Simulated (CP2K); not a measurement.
The system is TiO2 (Anatase).

```xyz
6
Lattice="5.4582 0.0000 0.0000 2.8346 4.6644 0.0000 -4.1464 -2.3322 2.6758" Properties=species:S:1:pos:R:3 pbc="T T T"
Ti    2.7291    0.0000    1.3379
Ti    0.0000    0.0000    0.0000
O     6.5671    3.6938    0.0000
O     1.0034   -0.9707    1.3379
O     4.4548    0.9707    1.3379
O     1.7257    0.9707    0.0000
```

Base run:

```yaml
Program: CP2K 2026.2
Functional: MS2
Potentials_or_basis: POTENTIAL_UZH Ti GTH-PBE-q12, O GTH-PBE-q6; DZVP-MOLOPT-PBE-GTH basis
Density_cutoff: 11565 eV
k_mesh: 10 × 10 × 10
Occupations: fermi-dirac, width 0.05 eV
Spin: no spin polarisation
```

Its results: band gap on the k mesh 2.50 eV, indirect (least direct gap 2.87 eV); pressure 1.9 GPa; largest force 0.013 eV/Å.

Task: After a change of settings the same cell gave: band gap on the k mesh 1.99 eV, indirect (least direct gap 2.35 eV); pressure -3.3 GPa; largest force 0.028 eV/Å. Which change was it?
A. functional from MS2 to PBE
B. functional from MS2 to LDA
C. functional from MS2 to PBEsol
D. functional from MS2 to PW91

Result: B.

MS2 gives the wider gap, since meta-GGAs in the generalised Kohn-Sham scheme recover part of the derivative discontinuity.

Caveats: the potentials were made for another functional, which shifts forces and pressure; the basis of atomic orbitals isn't converged, which shifts pressures, moduli and gaps.
